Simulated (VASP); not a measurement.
Moving the functional in KI

The cell as given:

Symmetry: Fm-3m, No. 225, cubic system. Conventional cell: a = 7.066 Å, b = 7.066 Å, c = 7.066 Å, α = 90.00°, β = 90.00°, γ = 90.00°. I (site symmetry m-3m) has 6 K at 3.53 Å as nearest neighbours. K (site symmetry m-3m) has 6 I at 3.53 Å as nearest neighbours.

Kept alike: task relaxation of cell and atoms; k mesh 7 × 7 × 7; occupations fermi-dirac, width 0.05 eV; no spin polarisation. Program: VASP, PAW files I, K_sv, 600 eV. The mesh is that of the run's cell of 2 atoms. No spin-orbit coupling.

| functional | volume (Å³/atom) |
| --- | --- |
| AM05 | 45.823 |
| BLYP | 49.452 |
| LDA | 39.784 |
| PBE | 46.423 |
| PBEsol | 43.155 |
| PW91 | 46.367 |
| SCAN | 44.051 |
| optB88-vdW | 43.333 |
| r2SCAN | 44.645 |
| revPBE | 50.501 |
| vdW-DF-cx | 44.091 |

Stopped at the starting cell, within the stress tolerance: vdW-DF-cx. The relaxations keep at least the cell's symmetry (Fm-3m). Relaxations stop with a little pressure left, so the last digits of a volume or edge aren't settled. Runs of this series that gave no sound value for these columns are left out. Potentials were made for PBE (AM05, BLYP, PBE, PBEsol, PW91, SCAN, optB88-vdW, r2SCAN, revPBE, vdW-DF-cx); LDA (LDA).

Problem. What does the functional change here?

Solution. The volume runs from 39.784 (LDA) to 50.501 Å³/atom (revPBE). From PBE: AM05 -0.600; BLYP +3.029; LDA -6.639; PBEsol -3.268; PW91 -0.056; SCAN -2.372; optB88-vdW -3.090; r2SCAN -1.778; revPBE +4.078; vdW-DF-cx -2.332.
